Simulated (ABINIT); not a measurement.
Planning a run of ABINIT 10.8.3 on PbSe (Clausthalite). The input:

```
acell 3*1.0 Angstrom
rprim 
  -0.000000000000 3.060650000000 3.060650000000
  3.060650000000 0.000000000000 3.060650000000
  3.060650000000 3.060650000000 -0.000000000000
ntypat 2
znucl 82 34
natom 2
typat 1 2
xred 
  0.000000000000 0.000000000000 0.000000000000
  0.500000000000 0.500000000000 0.500000000000
pp_dirpath "pseudos"
pseudos "Pb.upf, Se.upf"
ecut 48
ngkpt 4 4 4
nshiftk 1
shiftk 0 0 0
kptopt 1
chksymbreak 0
istwfk *1
occopt 1
irdwfk 1
optdriver 3
nband 129
ecuteps 6
inclvkb 2
awtr 1
symchi 1
indata_prefix "in"
outdata_prefix "out"
tmpdata_prefix "tmp"
```

```sh
OMP_NUM_THREADS=1 mpirun -n 8 abinit run.abi > log
```

Q: Estimate wall time and host memory on 8 MPI ranks of AMD EPYC 9R45, shared host.

It took 25 s; on shared hardware allow 12 s to 50 s. Peak host memory was 3.0 GiB.

[Paths, hosts, dates, memory and timing lines, banners, echoed tables and standing remarks are left out of the program output.]

[Logs are printed without paths, hosts, clocks, repeated set-up lines and the standing remarks that a program may print on its own settings, such as how far it seeks lower states.]

[Runs of the session that timed out or met a known fault of the program may be left out.]

[Hosts, paths, dates, database ids (printed as entryN), source tags and the programs' standing remarks are cut or masked in the printed files.]

[G0W0 gaps are taken among the corrected bands and points alone; a level outside them can change the order at an edge.]

[Where Ansatz stands beside ABINIT at settings called matched, ABINIT's density can come from a denser mesh and the files from another edition; pairs whose starting gaps differed by over 0.03 eV were left out, so agreement reads better than it is.]
